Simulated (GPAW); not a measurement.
BAs in GPAW: convergence with bands over the usual count

Input of the first run (bands over the usual count 0.72); the others differ in this setting and in those tied to it:

run.py

```python
from ase import Atoms
from ase.dft.bandgap import bandgap
from ase.io import write
from ase.units import GPa
from gpaw import GPAW, PW

atoms = Atoms(['As', 'B'],
              cell=[[0.0, 2.3885, 2.3885],
                    [2.3885, 0.0, 2.3885],
                    [2.3885, 2.3885, 0.0]],
              scaled_positions=[[0.75, 0.75, 0.75],
                                [0.0, 0.0, 0.0]],
              pbc=True)

calc = GPAW(mode=PW(800),
            xc='MGGA_X_R2SCAN+MGGA_C_R2SCAN',
            kpts={'size': (10, 10, 10), 'gamma': True},
            occupations={'name': 'fermi-dirac', 'width': 0.05},
            nbands=8,
            convergence={'density': 1e-05, 'energy': 1e-05},
            maxiter=100,
            txt='gpaw.txt')
atoms.calc = calc
energy = atoms.get_potential_energy()
forces = atoms.get_forces()
stress = atoms.get_stress()
calc.write('gs.gpw')
write('result.traj', atoms)
print(f'Energy: {energy:.6f} eV')
print('Forces (eV/A):')
print(forces.round(4))
print('Stress (GPa):', (stress / GPa).round(3))
print('Fermi level:', round(calc.get_fermi_level(), 4), 'eV')
print(f'Gap: {bandgap(calc)[0]:.4f} eV, direct: {bandgap(calc, direct=True)[0]:.4f} eV')
```

Potentials or basis: GPAW PAW data sets (gpaw-data 1.2.1), pw.

Launch:

```bash
$ OMP_NUM_THREADS=1 python run.py
```

Hardware: 1 thread of Arm Neoverse V1, on a shared host.

| bands over the usual count | energy less the tightest run, at zero smearing (meV/atom) | SCF cycles | CPU time (s) | peak memory (GiB) |
| --- | --- | --- | --- | --- |
| 0.72 | 0.00 | 10 | 40 | 0.21 |
| 0.8 | 0.00 | 10 | 44 | 0.21 |
| 0.9 | 0.00 | 10 | 49 | 0.21 |
| 1 | 0.00 | 10 | 53 | 0.22 |
| 1.3 | 0.00 | 10 | 71 | 0.22 |
| 1.7 | 0.00 | 10 | 89 | 0.22 |
| 2.5 | 0.00 | 10 | 130 | 0.23 |

Against the tightest run, the energy stays within 1 meV/atom from 0.72 on. The tightest run that finished is the yardstick and may itself not be fully converged.

Caveat, for the tightest run too: the PAW data sets were made with another functional, which shifts forces and pressure a little.
